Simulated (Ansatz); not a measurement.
A 4-atom cell of LiHF2 (R-3m) from a materials database (r2SCAN+rVV10 geometry), in Ansatz:

```
CELL_PARAMETERS angstrom
2.52912 -1.46762 -0.25696
2.52912 1.46762 -0.25696
-2.92720 0.00000 4.68458
ATOMIC_POSITIONS crystal
Li 0.00000 0.00000 0.00000
H 0.00000 0.00000 0.50000
F 0.17340 0.17340 0.75979
F 0.82660 0.82660 0.24021
```

G0W0@r2SCAN with 122 empty bands, a screening cutoff of 140 eV and a 6×6×4 mesh (PAW, contour deformation) gives 13.162 eV over the mesh points, from an r2SCAN gap of 9.235 eV; it sums over 131 bands with 117 plane waves in the screening and a wave cutoff of 500 eV. No extrapolation in bands, cutoff or mesh was made for G0W0. The values are computed, spin-unpolarised, and not measurements.

Problem. Another run gave a Kohn-Sham gap of 9.235 eV and a G0W0 gap of 13.332 eV, summing over 234 bands with 239 plane waves in the screening and a wave cutoff of 500 eV. What was changed?

Solution. Empty bands 225, screening cutoff 210 eV. The counts of bands and plane waves show it.

Problem. Estimate the gap with potentials of the kind norm-conserving.

Solution. 13.187 eV (+0.025 eV), from a Kohn-Sham gap of 9.253 eV.
